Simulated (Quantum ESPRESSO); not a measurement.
BP:

```
CELL_PARAMETERS angstrom
0.00000 2.26900 2.26900
2.26900 0.00000 2.26900
2.26900 2.26900 0.00000
ATOMIC_POSITIONS crystal
P 0.75000 0.75000 0.75000
B 0.00000 0.00000 0.00000
```

| Quantity | Value |
| --- | --- |
| Program | Quantum ESPRESSO 7.5 |
| Task | phonons and Raman activities |
| Functional | PBE |
| Potentials or basis | PseudoDojo 0.4.1 SR PBE standard |
| Cutoff | 1034 eV |
| Density cutoff | 4136 eV |
| k mesh | 6 × 6 × 6, shifted |
| Occupations | fermi-dirac, width 0.05 eV |
| Spin | no spin polarisation |
| Mixing beta | 0.5 |
| Most SCF iterations | 120 |
| SCF threshold | 4e-10 Ry |

The cell and the atoms were relaxed first, to 11.75 Å³/atom (a = 3.215 Å, b = 3.215 Å, c = 3.215 Å, α = 60.00°, β = 60.00°, γ = 60.00°), and the response was taken there.

The first run showed a gap, so the response started from a second, tighter run with fixed occupations.

Which optical modes does the crystal have at the zone centre, and which show in infrared and Raman spectra?

The optical modes are T2. Infrared active: T2. Raman active: T2.

Optical modes at Γ, degenerate ones joined, polar ones without the macroscopic field:
```
cm⁻¹  components  symmetry     active in  IR intensity, summed ((D/Å)²/amu)
 800           3        T2  IR and Raman                               2.17
```

Non-resonant Raman activities from finite differences of the dielectric tensor, degenerate modes summed:
```csv
cm⁻¹,modes,symmetry,activity (Å⁴/amu)
800,3,T2,887.0
```
